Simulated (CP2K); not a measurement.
ZnS (Wurtzite-4H):

```
CELL_PARAMETERS angstrom
3.82270 0.00000 0.00000
-1.91135 3.31056 0.00000
0.00000 0.00000 12.52000
ATOMIC_POSITIONS crystal
Zn 0.66667 0.33333 0.75000
Zn 0.33333 0.66667 0.25000
Zn 0.00000 0.00000 0.50000
Zn 0.00000 0.00000 0.00000
S 0.66667 0.33333 0.93750
S 0.33333 0.66667 0.43750
S 0.00000 0.00000 0.68750
S 0.00000 0.00000 0.18750
```

Base run:

| Item | Value |
| --- | --- |
| Program | CP2K 2026.2 |
| Functional | PBE |
| Potentials or basis | POTENTIAL_UZH Zn GTH-PBE-q12, S GTH-PBE-q6; ccGRB-D basis |
| Density cutoff | 6123 eV |
| k mesh | 6 × 6 × 2 |
| Occupations | fermi-dirac, width 0.05 eV |
| Spin | no spin polarisation |

Its results: band gap on the k mesh 2.27 eV, direct; pressure 2.5 GPa.

Question: The run is repeated on the same cell with these changes: potentials or basis from POTENTIAL_UZH Zn GTH-PBE-q12, S GTH-PBE-q6; ccGRB-D basis to POTENTIAL_UZH Zn GTH-PBE-q12, S GTH-PBE-q6; TZV2P-MOLOPT-PBE-GTH basis; basis sets from Zn ccGRB-D-q12, S ccGRB-D-q6 to Zn TZV2P-MOLOPT-PBE-GTH-q12, S TZV2P-MOLOPT-PBE-GTH-q6. What comes out?

Answer: Band gap on the k mesh 2.09 eV, direct; pressure 1.6 GPa.

Caveats: the basis of atomic orbitals isn't converged, which shifts pressures, moduli and gaps.

